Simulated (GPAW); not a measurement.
# WC (Qusongite) (P-6m2) in GPAW: equation of state

How stiff is WC (Qusongite) in PBEsol, and what volume does it want? The cell is scaled to several volumes.

All numbers are computed with GPAW 26.7.0; they aren't measurements. Logs are shortened: lines on timing, memory, paths and dates and some standing lists are left out, and cuts for length are marked. The log counts tension as positive stress, the text compression.

### 1 Starting point

It takes space group P-6m2 (No. 187, hexagonal). The conventional cell has a = 2.907 Å, b = 2.907 Å, c = 2.837 Å, α = 90.00°, β = 90.00°, γ = 120.00°. W (site symmetry -6m2) has 6 C at 2.20 Å as nearest neighbours. C (site symmetry -6m2) has 6 W at 2.20 Å as nearest neighbours.

### 2 Equation of state, PBEsol

The input, run.py:

```python
from ase import Atoms
from ase.eos import EquationOfState
from ase.io import Trajectory
from ase.units import GPa
from gpaw import GPAW, PW, setup_paths

setup_paths.insert(0, '.')

atoms = Atoms(['W', 'C'],
              cell=[[2.9065, 0.0, 0.0],
                    [-1.45325, 2.5171028361, 0.0],
                    [0.0, 0.0, 2.8366]],
              scaled_positions=[[0.0, 0.0, 0.0],
                                [0.6666666667, 0.3333333333, 0.5]],
              pbc=True)

traj = Trajectory('eos.traj', 'w')
volumes, energies = [], []
for x in [0.94, 0.96, 0.98, 1.0, 1.02, 1.04, 1.06]:
    a = atoms.copy()
    a.set_cell(atoms.cell * x**(1 / 3), scale_atoms=True)
    calc = GPAW(mode=PW(800),
                xc='PBEsol',
                kpts={'size': (10, 10, 9), 'gamma': True},
                occupations={'name': 'fermi-dirac', 'width': 0.05},
                nbands=19,
                convergence={'density': 1e-05, 'energy': 1e-05},
                maxiter=150,
                txt=f'eos-{x:.2f}.txt')
    a.calc = calc
    energies.append(a.get_potential_energy(force_consistent=True))
    volumes.append(a.get_volume())
    p = -a.get_stress()[:3].mean() / GPa
    calc.write(f'eos-{x:.2f}.gpw')
    traj.write(a)
    print(f'{x:.2f} {volumes[-1]:10.4f} A^3 {energies[-1]:14.6f} eV {p:9.3f} GPa', flush=True)

v0, e0, B = EquationOfState(volumes, energies, eos='birchmurnaghan').fit()
print(f'V0 = {v0:.4f} A^3, E0 = {e0:.6f} eV, B0 = {B / GPa:.2f} GPa')
```

Potentials or basis: PAW data sets generated in the run's folder for this functional, pw.

Started as:

```sh
> gpaw-setup -f PBEsol C W
> OMP_NUM_THREADS=1 python run.py
```

The program printed:

```text
__  _  _
 | _ |_)|_||  |
 |__||  | ||/\| - 26.7.0

Input parameters:
  mode=PW(ecut=800.0),
  convergence={'density': 1e-05, 'energy': 1e-05},
  kpts=MonkhorstPack(size=(10, 10, 9), gamma=True),
  maxiter=150,
  nbands=19,
  occupations=Occupations(name='fermi-dirac', width=0.05),
  xc=XC(name='PBEsol')

Diagonalizing LCAO Hamiltonian
Converting LCAO to pw mode

           C

       W

Atoms  # Å, Bohr magnetons
|   | symbol |        x |        y |        z |    initial magnetic moments |
|---|--------|----------|----------|----------|-----------------------------|
| 0 |      W | 0.000000 | 0.000000 | 0.000000 | ( 0.0000,  0.0000,  0.0000) |
| 1 |      C | 1.433609 | 0.827695 | 1.399131 | ( 0.0000,  0.0000,  0.0000) |

Unit cell  # Å
| periodic |         x |        y |        z |  lengths |     angles |
|----------|-----------|----------|----------|----------|------------|
|      yes |  2.867218 | 0.000000 | 0.000000 | 2.867218 |  90.000000 |
|      yes | -1.433609 | 2.483084 | 0.000000 | 2.867218 |  90.000000 |
|      yes |  0.000000 | 0.000000 | 2.798263 | 2.798263 | 120.000000 |

Number of symmetries: 12
Symmetry operations  # r_c * U_cc + t_c -> r_c
|    | kind |            matrix            |
|----|------|------------------------------|
|  0 |  σ   |  1, 1, 0,  0,-1, 0,  0, 0, 1 |
|  1 |  C2  |  1, 1, 0,  0,-1, 0,  0, 0,-1 |
|  2 |  E   |  1, 0, 0,  0, 1, 0,  0, 0, 1 |
|  3 |  σ   |  1, 0, 0,  0, 1, 0,  0, 0,-1 |
|  4 |  C3  |  0, 1, 0, -1,-1, 0,  0, 0, 1 |
|  5 |  S3  |  0, 1, 0, -1,-1, 0,  0, 0,-1 |
|  6 |  σ   |  0,-1, 0, -1, 0, 0,  0, 0, 1 |
|  7 |  C2  |  0,-1, 0, -1, 0, 0,  0, 0,-1 |
|  8 |  σ   | -1, 0, 0,  1, 1, 0,  0, 0, 1 |
|  9 |  C2  | -1, 0, 0,  1, 1, 0,  0, 0,-1 |
| 10 |  C3  | -1,-1, 0,  1, 0, 0,  0, 0, 1 |
| 11 |  S3  | -1,-1, 0,  1, 0, 0,  0, 0,-1 |

BZ-sampling:
  Number of BZ points: 900
  Number of IBZ points: 70

  Monkhorst-Pack size: [10, 10, 9]
  Monkhorst-Pack shift: [0.05, 0.05, 0.0]

K-points  # in reciprocal-cell coordinates
|     |                                coordinates |     weight |
|-----|--------------------------------------------|------------|
|   0 | (  0.00000000,   0.00000000,   0.00000000) | 0.00111111 |
|   1 | (  0.00000000,   0.00000000,   0.11111111) | 0.00222222 |
|   2 | (  0.00000000,   0.00000000,   0.22222222) | 0.00222222 |
|   3 | (  0.00000000,   0.00000000,   0.33333333) | 0.00222222 |
|   4 | (  0.00000000,   0.00000000,   0.44444444) | 0.00222222 |
|   5 | (  0.10000000,   0.00000000,   0.00000000) | 0.00666667 |
|   6 | (  0.10000000,   0.00000000,   0.11111111) | 0.01333333 |
|   7 | (  0.10000000,   0.00000000,   0.22222222) | 0.01333333 |
|   8 | (  0.10000000,   0.00000000,   0.33333333) | 0.01333333 |
|   9 | (  0.10000000,   0.00000000,   0.44444444) | 0.01333333 |
| ... |                                            |            |
|  69 | (  0.50000000,   0.50000000,   0.44444444) | 0.00666667 |

Plane wave coefficients: 1057
Cutoff: 800.0 eV

Spin-components: 1 (collinear spins)
Bands:           19
Projectors:      11
Spin-degeneracy: 2
Datatype:        complex128

Parallelization:
  kpt:    1
  domain: 1
  band:   1

Density:
  Valence electrons: 18.0
  Components: 1
  Grid points: [20 20 20]
  Charge: 0.0  # |e|

Potential:
  Grid points: [20 20 20]

species:
  W:
    name:    Tungsten
    Z:       74.0
    valence: 14
    core:    60
    charge:  0.0  # [|e|]
    compensation charges:
      type: gauss
      rc: 0.40  # [Å]
      lmax: 2
    cutoffs:
      filter: 2.36  # [Å]
      core: 3.02  # [Å]
    projectors
    | kind |    occ | energy [eV] | rcut [Å] |
    |------|--------|-------------|----------|
    |   5s |  2.000 |     -78.864 |    1.344 |
    |   6s |  2.000 |      -5.730 |    1.344 |
    |   5p |  6.000 |     -43.252 |    1.355 |
    |   6p |  0.000 |      -1.338 |    1.355 |
    |   5d |  4.000 |      -4.526 |    1.228 |
    |    d |        |      22.686 |    1.228 |

    Using partial waves for W as LCAO basis

  C:
    name:    Carbon
    Z:       6.0
    valence: 4
    core:    2
    charge:  0.0  # [|e|]
    compensation charges:
      type: gauss
      rc: 0.20  # [Å]
      lmax: 2
    cutoffs:
      filter: 1.14  # [Å]
      core: 1.14  # [Å]
    projectors
    | kind |    occ | energy [eV] | rcut [Å] |
    |------|--------|-------------|----------|
    |   2s |  2.000 |     -13.648 |    0.635 |
    |   2p |  2.000 |      -5.232 |    0.635 |
    |    s |        |      13.563 |    0.635 |
    |    p |        |      21.979 |    0.635 |
    |    d |        |       0.000 |    0.635 |

    Using partial waves for C as LCAO basis

Reference energy: -439665.733139  # eV

eigensolver:
  PPCG
  Converge bands: occupied
  niter=2

density mixing:
  MSR1-Mixer
  Pratt-step length: 0.05
  Maximum mixing coefficient: 0.75
  Old densities: 10
  SVD Regularization: 0.005
  Good broyden scale: 1.0
  Trust region scale: 1.0
  Backstep threshold: 4.0
  History deletion threshold: 6.0
  Fourier metric: weight=20.0, sigma=0.015

occupation numbers:
  Fermi-Dirac:
    width: 0.0500  # eV

poisson solver:
  ecut: 6400.0  # eV

xc functional:
  name: PBEsol with 2 nearest neighbor stencil

convergence criteria:
[... 6 lines left out ...]
|iter     | |      energy | eigst |  dens |
|---------|-|-------------|-------|-------|
|iter:   1| |  -24.019087 | -0.10 |       |
|iter:   2| |  -23.570056 | -2.67 | -0.94 |
|iter:   3| |  -22.526379 | -1.71 | -1.00 |
|iter:   4| |  -22.531718 | -3.69 | -1.73 |
|iter:   5| |  -22.536469 | -3.81 | -1.97 |
|iter:   6| |  -22.536459 | -5.79 | -3.12 |
|iter:   7| |  -22.536461c| -6.98 | -3.67 |
|iter:   8| |  -22.536461c| -8.47c| -4.38 |
|iter:   9| |  -22.536461c| -8.58c| -5.06c|

Converged in 9 steps
Energy contributions relative to reference atoms: (reference = -439665.733139)

Energy contributions:
  Kinetic:          24.291122
  Coulomb:         -24.598220
  Zero:              0.015203
  External:          0.000000
  Xc:              -22.243626
  Entropy:          -0.001880
  Spinorbit:         0.000000
  ----------------------------
  Free energy:     -22.537401
  Extrapolated:    -22.536461

dipole moment: (-4.606947, -9.700180, -10.446647)  # |e|*Ang

Fermi level: 14.689
Eigenvalues  # (at kpt = [0.000, 0.000, 0.000])
| band index |      eig [eV] | occ [0-2] |
|------------|---------------|-----------|
|          0 |       -58.940 |     2.000 |
|          1 |       -23.184 |     2.000 |
|          2 |       -23.062 |     2.000 |
|          3 |       -23.062 |     2.000 |
|          4 |         0.000 |     2.000 |
|          5 |        10.158 |     2.000 |
[... 8 lines left out ...]
|         14 |        29.469 |     0.000 |
|         15 |        31.864 |     0.000 |
|        ... |               |           |
|         18 |        39.080 |     0.000 |

No gap
No difference between direct/indirect transitions

Stress tensor  # eV/Ang^3
|         x |         y |         z |
|-----------|-----------|-----------|
| -0.082478 | -0.000000 |  0.000000 |
|  0.000000 | -0.082478 |  0.000000 |
|  0.000000 |  0.000000 | -0.090885 |

# Writing to eos-0.96.gpw (mode='')
```

Run time: 2.2 min. Hardware: 1 thread of Arm Neoverse V2, shared host; peak memory 0.25 GiB.

Results:

```
Equilibrium volume                        : 10.28 Å³/atom
Bulk modulus at fixed shape and positions : 412 GPa
Pressure derivative of the bulk modulus   : 4.3
```

Energy against volume, from the lowest point:
```csv
volume (Å³/atom),energy (meV/atom)
9.754,36.94
9.961,12.36
10.169,0.46
10.376,0.00
10.584,9.81
10.791,28.85
10.999,56.20
```

Caveat: the cell was scaled at fixed shape and fractional positions, which overstates the stiffness of a crystal with free parameters, most of all of layers and chains.
